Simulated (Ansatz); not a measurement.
# CuO (Cccm) in Ansatz: further runs, part 2 of 2

Ansatz 0.2.0. Earlier steps stand in the parts before.

## (4) Single point, LDA, 10.61 Å³/atom (volume scaled by 0.96)

The input, input.yaml:

```yaml
crystal:
  lattice:
    - [1.9640597285, -2.1244444051, 0.0]
    - [1.9640597285, 2.1244444051, 0.0]
    - [0.0, 0.0, 5.0862447552]
  atoms:
    - { symbol: Cu, position: [0.5, 0.0, 0.0] }
    - { symbol: Cu, position: [0.0, 0.5, 0.5] }
    - { symbol: O, position: [0.5, 0.5, 0.25] }
    - { symbol: O, position: [0.5, 0.5, 0.75] }
hamiltonian:
  xc: lda
  pseudopotentials: { kind: paw }
kpoints:
  mp_grid: { grid: [9, 9, 5] }
scf:
  occupations: { method: fermi_dirac, width: 0.05 }
output:
  forces: true
  stress: true
  eigenvalues: true
```

Run with:

```sh
$ ansatz run input.yaml --threads 2 --pin off --max-ram 5632MiB --backend cpu --events-out ev --progress --plain --runs-dir out
```

It took 2.3 s on 2 threads of Arm Neoverse V2, shared host; peak memory 0.35 GiB.

The run converged. Its results:

- Free energy: -14219.3122 eV
- Pressure: -6.1 GPa
- Band gap on the k mesh: none (metal or under the smearing width)

Caveat: the pressure holds a Pulay correction of +0.9 GPa for the finite cutoff; the run has no spin polarisation, though such a crystal can be magnetic; semilocal functionals often make such compounds metallic where correlation or magnetic order opens a gap, which also shifts bond lengths; the PAW data sets come from PBE, with cores solved anew for the run's functional, which leaves a small shift of forces and pressure.

## (5) Single point, LDA, 10.83 Å³/atom (volume scaled by 0.98)

input.yaml, as its differences from that of step 4:

```diff
@@ -2,5 +2,5 @@
   lattice:
-    - [1.9640597285, -2.1244444051, 0.0]
-    - [1.9640597285, 2.1244444051, 0.0]
-    - [0.0, 0.0, 5.0862447552]
+    - [1.977605396, -2.1390962088, 0.0]
+    - [1.977605396, 2.1390962088, 0.0]
+    - [0.0, 0.0, 5.1213234137]
   atoms:
@@ -21 +21,5 @@
   eigenvalues: true
+  write_density: true
+  write_potential: true
+  elf: true
+  volumetric_format: npy
```

Run with:

```sh
$ ansatz run input.yaml --threads 2 --pin off --max-ram 5632MiB --backend cpu --events-out ev --progress --plain --runs-dir out
```

It took 3.1 s on 2 threads of Arm Neoverse V2, shared host; peak memory 0.36 GiB.

It converged, with:

* Free energy: -14219.2695 eV
* Pressure: -9.3 GPa
* Band gap on the k mesh: none (metal or under the smearing width)

Caveat: the pressure holds a Pulay correction of +0.9 GPa for the finite cutoff; the run has no spin polarisation, though such a crystal can be magnetic; semilocal functionals often make such compounds metallic where correlation or magnetic order opens a gap, which also shifts bond lengths; the PAW data sets come from PBE, with cores solved anew for the run's functional, which leaves a small shift of forces and pressure.

## (6) Single point, LDA, 11.05 Å³/atom

input.yaml, as its differences from that of step 5:

```diff
@@ -2,5 +2,5 @@
   lattice:
-    - [1.977605396, -2.1390962088, 0.0]
-    - [1.977605396, 2.1390962088, 0.0]
-    - [0.0, 0.0, 5.1213234137]
+    - [1.990968, -2.15355, 0.0]
+    - [1.990968, 2.15355, 0.0]
+    - [0.0, 0.0, 5.155928]
   atoms:
@@ -21,5 +21 @@
   eigenvalues: true
-  write_density: true
-  write_potential: true
-  elf: true
-  volumetric_format: npy
```

Potentials or basis: Ansatz PAW.

Run with:

```sh
$ ansatz run input.yaml --threads 2 --pin off --max-ram 5632MiB --backend cpu --events-out ev --progress --plain --runs-dir out
```

Run time: 2.3 s. Hardware: 2 threads of Arm Neoverse V2, shared host; peak memory 0.35 GiB.

The run converged. Its results:

- Free energy: -14219.2099 eV
- Pressure: -12.2 GPa
- Band gap on the k mesh: none (metal or under the smearing width)

Caveat: the pressure holds a Pulay correction of +0.9 GPa for the finite cutoff; the run has no spin polarisation, though such a crystal can be magnetic; semilocal functionals often make such compounds metallic where correlation or magnetic order opens a gap, which also shifts bond lengths; the PAW data sets come from PBE, with cores solved anew for the run's functional, which leaves a small shift of forces and pressure.

## (7) Single point, LDA, 11.27 Å³/atom (volume scaled by 1.02)

input.yaml, as its differences from that of step 6:

```diff
@@ -2,5 +2,5 @@
   lattice:
-    - [1.990968, -2.15355, 0.0]
-    - [1.990968, 2.15355, 0.0]
-    - [0.0, 0.0, 5.155928]
+    - [2.0041536028, -2.1678123362, 0.0]
+    - [2.0041536028, 2.1678123362, 0.0]
+    - [0.0, 0.0, 5.1900742137]
   atoms:
```

Run with:

```sh
$ ansatz run input.yaml --threads 2 --pin off --max-ram 5632MiB --backend cpu --events-out ev --progress --plain --runs-dir out
```

Run time: 2.3 s. Hardware: 2 threads of Arm Neoverse V2, shared host; peak memory 0.35 GiB.

It converged, with:

```
Free energy            : -14219.1354 eV
Pressure               : -14.7 GPa
Band gap on the k mesh : none (metal or under the smearing width)
```

Caveat: the pressure holds a Pulay correction of +0.8 GPa for the finite cutoff; the run has no spin polarisation, though such a crystal can be magnetic; semilocal functionals often make such compounds metallic where correlation or magnetic order opens a gap, which also shifts bond lengths; the PAW data sets come from PBE, with cores solved anew for the run's functional, which leaves a small shift of forces and pressure.

## (8) Single point, LDA, 11.50 Å³/atom (volume scaled by 1.04)

input.yaml, as its differences from that of step 7:

```diff
@@ -2,5 +2,5 @@
   lattice:
-    - [2.0041536028, -2.1678123362, 0.0]
-    - [2.0041536028, 2.1678123362, 0.0]
-    - [0.0, 0.0, 5.1900742137]
+    - [2.0171679519, -2.1818894341, 0.0]
+    - [2.0171679519, 2.1818894341, 0.0]
+    - [0.0, 0.0, 5.2237769386]
   atoms:
@@ -21 +21,5 @@
   eigenvalues: true
+  write_density: true
+  write_potential: true
+  elf: true
+  volumetric_format: npy
```

Run with:

```sh
$ ansatz run input.yaml --threads 2 --pin off --max-ram 5632MiB --backend cpu --events-out ev --progress --plain --runs-dir out
```

Run time: 3.6 s. Hardware: 2 threads of Arm Neoverse V2, shared host; peak memory 0.36 GiB.

Results (log left out):

| Item | Value |
| --- | --- |
| Free energy | -14219.0478 eV |
| Pressure | -17.0 GPa |
| Band gap on the k mesh | none (metal or under the smearing width) |

Caveat: the pressure holds a Pulay correction of +0.8 GPa for the finite cutoff; the run has no spin polarisation, though such a crystal can be magnetic; semilocal functionals often make such compounds metallic where correlation or magnetic order opens a gap, which also shifts bond lengths; the PAW data sets come from PBE, with cores solved anew for the run's functional, which leaves a small shift of forces and pressure.

## (9) Single point, LDA, 11.72 Å³/atom (volume scaled by 1.06)

input.yaml, as its differences from that of step 8:

```diff
@@ -2,5 +2,5 @@
   lattice:
-    - [2.0171679519, -2.1818894341, 0.0]
-    - [2.0171679519, 2.1818894341, 0.0]
-    - [0.0, 0.0, 5.2237769386]
+    - [2.0300165018, -2.1957871937, 0.0]
+    - [2.0300165018, 2.1957871937, 0.0]
+    - [0.0, 0.0, 5.2570503003]
   atoms:
@@ -21,5 +21 @@
   eigenvalues: true
-  write_density: true
-  write_potential: true
-  elf: true
-  volumetric_format: npy
```

Potentials or basis: Ansatz PAW.

Run with:

```sh
$ ansatz run input.yaml --threads 2 --pin off --max-ram 5632MiB --backend cpu --events-out ev --progress --plain --runs-dir out
```

It took 2.7 s on 2 threads of Arm Neoverse V2, shared host; peak memory 0.36 GiB.

The run converged. Its results:

```yaml
Free_energy: -14218.9483 eV
Pressure: -18.9 GPa
Band_gap_on_the_k_mesh: none (metal or under the smearing width)
```

Caveat: the pressure holds a Pulay correction of +0.8 GPa for the finite cutoff; the run has no spin polarisation, though such a crystal can be magnetic; semilocal functionals often make such compounds metallic where correlation or magnetic order opens a gap, which also shifts bond lengths; the PAW data sets come from PBE, with cores solved anew for the run's functional, which leaves a small shift of forces and pressure.

## (10) Equation of state, LDA

This step only gathers the single runs of the series.

What came out:

```yaml
Equilibrium_volume: "10.26 Å³/atom (rough: see the caveat)"
Bulk_modulus_at_fixed_shape_and_positions: 194 GPa (rough)
```

Energy against volume, from the lowest point:
| volume (Å³/atom) | energy (meV/atom) |
| --- | --- |
| 10.390 | 0.00 |
| 10.611 | 5.92 |
| 10.832 | 16.60 |
| 11.053 | 31.49 |
| 11.274 | 50.13 |
| 11.496 | 72.04 |
| 11.717 | 96.89 |

Caveat: the minimum lies outside the volumes run; the cell was scaled at fixed shape and fractional positions, which overstates the stiffness of a crystal with free parameters, most of all of layers and chains; the run has no spin polarisation, though such a crystal can be magnetic.

## (11) Band structure, r2SCAN

The input, input.yaml:

```yaml
crystal:
  lattice:
    - [1.990968, -2.15355, 0.0]
    - [1.990968, 2.15355, 0.0]
    - [0.0, 0.0, 5.155928]
  atoms:
    - { symbol: Cu, position: [0.5, 0.0, 0.0] }
    - { symbol: Cu, position: [0.0, 0.5, 0.5] }
    - { symbol: O, position: [0.5, 0.5, 0.25] }
    - { symbol: O, position: [0.5, 0.5, 0.75] }
hamiltonian:
  xc: r2scan
  pseudopotentials: { kind: paw }
kpoints:
  mp_grid: { grid: [9, 9, 5] }
  band_path:
    path:
      - [[0.0, 0.0, 0.0], [0.463677429, 0.463677429, 0.0], [0.0, 0.5, 0.0], [0.0, 0.5, 0.5], [0.463677429, 0.463677429, 0.5], [0.0, 0.0, 0.5], [0.0, 0.0, 0.0], [-0.5, 0.5, 0.0], [-0.463677429, 0.536322571, 0.0], [-0.463677429, 0.536322571, 0.5], [-0.5, 0.5, 0.5], [-0.5, 0.5, 0.0]]
      - [[0.0, 0.0, 0.5], [-0.5, 0.5, 0.5]]
    npoints: 14
scf:
  occupations: { method: fermi_dirac, width: 0.05 }
  n_extra_bands: 10
output:
  forces: true
  stress: true
  eigenvalues: true
  fatbands: false
  write_density: true
  write_potential: true
  elf: true
  volumetric_format: npy
```

Run with:

```sh
$ ansatz run input.yaml --threads 2 --pin off --max-ram 5632MiB --backend cpu --events-out ev --progress --plain --runs-dir out
```

It took 13 s on 2 threads of Arm Neoverse V2, shared host; peak memory 0.52 GiB.

It converged, with:

- Free energy: -14397.2669 eV
- Pressure: -4.9 GPa
- Band gap on the k mesh: none (metal or under the smearing width)

Stress tensor (GPa, compression positive):
```
-3.91  0.00  0.00
 0.00 -5.25  0.00
 0.00  0.00 -5.47
```

Levels at the corners of the path, in eV from the Fermi level:
```csv
point,band 23,band 24,band 25,band 26,band 27,band 28
Γ,-2.49,-2.12,0.59,0.79,1.67,6.53
X,-1.53,-1.39,-1.38,1.16,2.60,7.35
S,-1.71,-1.67,0.24,0.49,4.01,6.30
R,-2.17,-1.91,-0.16,0.68,4.64,6.30
A,-1.59,-1.59,-0.45,-0.45,4.37,4.37
Z,-1.72,-1.72,0.14,0.14,3.77,3.77
Γ,-2.49,-2.12,0.59,0.79,1.67,6.53
Y,-1.55,-1.37,-1.31,1.18,2.45,7.56
X1,-1.53,-1.39,-1.38,1.16,2.60,7.35
A1,-1.59,-1.59,-0.45,-0.45,4.37,4.37
T,-1.56,-1.56,-0.46,-0.46,4.32,4.32
Y,-1.55,-1.37,-1.31,1.18,2.45,7.56
Z,-1.72,-1.72,0.14,0.14,3.77,3.77
T,-1.56,-1.56,-0.46,-0.46,4.32,4.32
```

Caveat: the run has no spin polarisation, though such a crystal can be magnetic; semilocal functionals often make such compounds metallic where correlation or magnetic order opens a gap, which also shifts bond lengths; the PAW data sets come from PBE, with cores solved anew for the run's functional, which leaves a small shift of forces and pressure. With open d or f shells a metallic result of r2SCAN can be an artefact of self-interaction; +U or a hybrid may open a gap.

## (12) The runs side by side

| task | level | cutoff (eV) | points for each segment of the path | gap on the mesh (eV) | pressure (GPa) |
| --- | --- | --- | --- | --- | --- |
| band structure | LDA | 420 | 14 | none | -12.2 |
| equation of state | LDA | 420 | - | - | - |
| band structure | r2SCAN | 500 | 14 | none | -4.9 |

Alike in all rows: potentials or basis Ansatz PAW; no spin polarisation; cell as given; k mesh 9 × 9 × 5; smearing fermi-dirac 0.05 eV.

Caveats: the run has no spin polarisation, though such a crystal can be magnetic; semilocal functionals often make such compounds metallic where correlation or magnetic order opens a gap, which also shifts bond lengths (some runs); the PAW data sets come from PBE, with cores solved anew for the run's functional, which leaves a small shift of forces and pressure (some runs); the minimum lies outside the volumes run (some runs); the cell was scaled at fixed shape and fractional positions, which overstates the stiffness of a crystal with free parameters, most of all of layers and chains (some runs).

Absolute energies hang on the potentials; compare differences alone.
